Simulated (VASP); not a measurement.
Input of a VASP 6.6.1 run:

POSCAR

```
NiO
1.0
    0.0000000000      2.0859016414      2.0859016414
    2.0859016414      0.0000000000      2.0859016414
    2.0859016414      2.0859016414      0.0000000000
Ni O
1 1
Direct
    0.0000000000      0.0000000000      0.0000000000
    0.5000000000      0.5000000000      0.5000000000
```

File INCAR.step1:

```
SYSTEM = NiO
PREC = Accurate ; ENCUT = 520
EDIFF = 1E-7 ; ISMEAR = -1
SIGMA = 0.05 ; LREAL = .False.
LASPH = .True. ; NELM = 100
ALGO = Fast ; ISIF = 2
LWAVE = .False. ; LCHARG = .True.
ISPIN = 2 ; MAGMOM = 1 0
LORBIT = 11 ; LMAXMIX = 4
```

Contents of KPOINTS.step1:

```
Automatic mesh
0
Gamma
  11 11 11
  0 0 0
```

INCAR.step2

```
SYSTEM = NiO
PREC = Accurate ; ENCUT = 520
EDIFF = 1E-7 ; ISMEAR = 0
SIGMA = 0.05 ; LREAL = .False.
LASPH = .True. ; NELM = 100
ALGO = Fast ; ISIF = 2
LWAVE = .False. ; LCHARG = .False.
ISPIN = 2 ; MAGMOM = 1 0
LORBIT = 11 ; LMAXMIX = 4
ICHARG = 11
```

The input KPOINTS.step2:

```
path GXWKGLUWLK,UX
10
line-mode
reciprocal
 0.0000000000  0.0000000000  0.0000000000  G
 0.5000000000  0.0000000000  0.5000000000  X

 0.5000000000  0.0000000000  0.5000000000  X
 0.5000000000  0.2500000000  0.7500000000  W

 0.5000000000  0.2500000000  0.7500000000  W
 0.3750000000  0.3750000000  0.7500000000  K

 0.3750000000  0.3750000000  0.7500000000  K
 0.0000000000  0.0000000000  0.0000000000  G

 0.0000000000  0.0000000000  0.0000000000  G
 0.5000000000  0.5000000000  0.5000000000  L

 0.5000000000  0.5000000000  0.5000000000  L
 0.6250000000  0.2500000000  0.6250000000  U

 0.6250000000  0.2500000000  0.6250000000  U
 0.5000000000  0.2500000000  0.7500000000  W

 0.5000000000  0.2500000000  0.7500000000  W
 0.5000000000  0.5000000000  0.5000000000  L

 0.5000000000  0.5000000000  0.5000000000  L
 0.3750000000  0.3750000000  0.7500000000  K

 0.6250000000  0.2500000000  0.6250000000  U
 0.5000000000  0.0000000000  0.5000000000  X
```

Potentials or basis: VASP PAW LDA potentials, release 64 (Ni, O).

Command:

```sh
$ cat potpaw_LDA.64/Ni/POTCAR potpaw_LDA.64/O/POTCAR > POTCAR
$ cp INCAR.step1 INCAR
$ cp KPOINTS.step1 KPOINTS
$ mpirun -np 1 vasp_std > vasp.out
$ cp INCAR.step2 INCAR
$ cp KPOINTS.step2 KPOINTS
$ mpirun -np 1 vasp_std > vasp.out
```

Problem. What does it give for the band gap along the path?

Solution. None (metal or under the smearing width).

Problem. Estimate the net moment.

Solution. 0.24 μB per cell.

Levels at the corners of the path, in eV from the Fermi level:
Spin up:
| point | band 7 | band 8 | band 9 | band 10 | band 11 | band 12 |
| --- | --- | --- | --- | --- | --- | --- |
| Γ | -1.87 | -1.74 | -1.74 | 1.72 | 17.79 | 19.05 |
| X | -0.78 | -0.75 | -0.75 | 6.32 | 10.48 | 12.46 |
| X | -0.78 | -0.75 | -0.75 | 6.32 | 10.48 | 12.46 |
| W | -0.92 | -0.75 | -0.09 | 8.60 | 10.67 | 10.67 |
| W | -0.92 | -0.75 | -0.09 | 8.60 | 10.67 | 10.67 |
| K | -0.71 | -0.61 | -0.09 | 7.93 | 10.39 | 10.46 |
| K | -0.71 | -0.61 | -0.09 | 7.93 | 10.39 | 10.46 |
| Γ | -1.87 | -1.74 | -1.74 | 1.72 | 17.79 | 19.05 |
| Γ | -1.87 | -1.74 | -1.74 | 1.72 | 17.79 | 19.05 |
| L | -0.65 | 1.19 | 1.19 | 5.63 | 9.99 | 14.06 |
| L | -0.65 | 1.19 | 1.19 | 5.63 | 9.99 | 14.06 |
| U | -0.71 | -0.61 | -0.09 | 7.93 | 10.39 | 10.46 |
| U | -0.71 | -0.61 | -0.09 | 7.93 | 10.39 | 10.46 |
| W | -0.92 | -0.75 | -0.09 | 8.60 | 10.67 | 10.67 |
| W | -0.92 | -0.75 | -0.09 | 8.60 | 10.67 | 10.67 |
| L | -0.65 | 1.19 | 1.19 | 5.63 | 9.99 | 14.06 |
| L | -0.65 | 1.19 | 1.19 | 5.63 | 9.99 | 14.06 |
| K | -0.71 | -0.61 | -0.09 | 7.93 | 10.39 | 10.46 |
| U | -0.71 | -0.61 | -0.09 | 7.93 | 10.39 | 10.46 |
| X | -0.78 | -0.75 | -0.75 | 6.32 | 10.48 | 12.46 |
Spin down:
| point | band 6 | band 7 | band 8 | band 9 | band 10 | band 11 |
| --- | --- | --- | --- | --- | --- | --- |
| Γ | -1.73 | -1.73 | -1.48 | -1.48 | 1.76 | 17.80 |
| X | -1.08 | -0.61 | -0.61 | -0.52 | 6.37 | 10.52 |
| X | -1.08 | -0.61 | -0.61 | -0.52 | 6.37 | 10.52 |
| W | -1.03 | -0.65 | -0.60 | 0.14 | 8.67 | 10.72 |
| W | -1.03 | -0.65 | -0.60 | 0.14 | 8.67 | 10.72 |
| K | -0.74 | -0.56 | -0.35 | 0.15 | 7.98 | 10.44 |
| K | -0.74 | -0.56 | -0.35 | 0.15 | 7.98 | 10.44 |
| Γ | -1.73 | -1.73 | -1.48 | -1.48 | 1.76 | 17.80 |
| Γ | -1.73 | -1.73 | -1.48 | -1.48 | 1.76 | 17.80 |
| L | -0.88 | -0.51 | 1.40 | 1.40 | 5.66 | 10.06 |
| L | -0.88 | -0.51 | 1.40 | 1.40 | 5.66 | 10.06 |
| U | -0.74 | -0.56 | -0.35 | 0.15 | 7.98 | 10.44 |
| U | -0.74 | -0.56 | -0.35 | 0.15 | 7.98 | 10.44 |
| W | -1.03 | -0.65 | -0.60 | 0.14 | 8.67 | 10.72 |
| W | -1.03 | -0.65 | -0.60 | 0.14 | 8.67 | 10.72 |
| L | -0.88 | -0.51 | 1.40 | 1.40 | 5.66 | 10.06 |
| L | -0.88 | -0.51 | 1.40 | 1.40 | 5.66 | 10.06 |
| K | -0.74 | -0.56 | -0.35 | 0.15 | 7.98 | 10.44 |
| U | -0.74 | -0.56 | -0.35 | 0.15 | 7.98 | 10.44 |
| X | -1.08 | -0.61 | -0.61 | -0.52 | 6.37 | 10.52 |

Caveat: the log is that of the step along the path at fixed density, whose energy, stress, charges and moments have no meaning; semilocal functionals often make such compounds metallic where correlation or magnetic order opens a gap, which also shifts bond lengths.

**Experimental background.**

“Local correlations, non-local screening, multiplets, and band formation in NiO”, 2012, arxiv:1210.6675 quotes, for a bulk crystal of NiO: band gap 4.3 eV.

Against the measured gap of NiO, 4.3 eV (quoted in “Local correlations, non-local screening, multiplets, and band formation in NiO”, 2012, arxiv:1210.6675), the calculated 0.00 eV is off by -4.30 eV. So large a miss can be the level of theory's own, or it may mean another phase, state or a wrong row. The value is that of LDA, without temperature or zero-point motion. Semilocal functionals fall short of measured gaps as a rule. The run's magnetic order (collinear spin, ferromagnetic start) needn't be the measured crystal's.
